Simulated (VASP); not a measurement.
Write the native input for VASP 6.6.1 that does the following.

```yaml
Task: single point
Functional: PBEsol
Dispersion: D4
Potentials_or_basis: VASP PAW PBE potentials, release 64 (Lu, H)
Cutoff: 520 eV
k_mesh: 3 × 3 × 3
Occupations: gaussian, width 0.1 eV
Spin: no spin polarisation
Dipole_correction: no
Further_INCAR_settings: ALGO = Normal; EDIFF = 1e-07; NBANDS = 34
```

The structure of Lu2H3 (a cell with a defect) lies in POSCAR:

```
Lu2H3
1.0
    0.0000000000      5.0330000000      5.0330000000
    2.5165000000      0.0000000000      2.5165000000
    2.5165000000      2.5165000000      0.0000000000
Lu H
2 3
Direct
    0.0000000000      0.0000000000      0.0000000000
    0.5000000000      0.0000000000      0.0000000000
    0.1250000000      0.2500000000      0.2500000000
    0.6939486390      0.4114208226      0.4118440294
    0.8750000000      0.7500000000      0.7500000000
```

One way to write it, as run:

INCAR

```
SYSTEM = Lu2H3
  PREC = Accurate
  ENCUT = 520
  EDIFF = 1E-7
  ISMEAR = 0
  SIGMA = 0.1
  LREAL = .False.
  LASPH = .True.
  NELM = 100
  ALGO = Normal
  ISIF = 2
  LWAVE = .False.
  LCHARG = .False.
  GGA = PS
  IVDW = 13
  NBANDS = 34
```

KPOINTS

```
regular mesh
0
Gamma
  3 3 3
  0 0 0
```

Potentials or basis: VASP PAW PBE potentials, release 64 (Lu, H).

Command:

```console
$ cat potpaw_PBE.64/Lu/POTCAR potpaw_PBE.64/H/POTCAR > POTCAR
$ mpirun -np 1 vasp_std > vasp.out
```

It gave:

The pressure is -5.1 GPa and the largest force is 0.508 eV/Å. The band gap on the k mesh is none (metal or under the smearing width) and the dispersion energy per atom is -0.110 eV.

Caveat: the k mesh is coarse (spacing up to 0.72 Å⁻¹), so the values aren't converged; the PAW data sets were made with another functional, which shifts forces and pressure a little.

It took 94 s on 1 thread of Intel(R) Xeon(R) Platinum 8375C CPU @ 2.90GHz (Ice Lake) (shared host), peak memory 0.21 GiB.
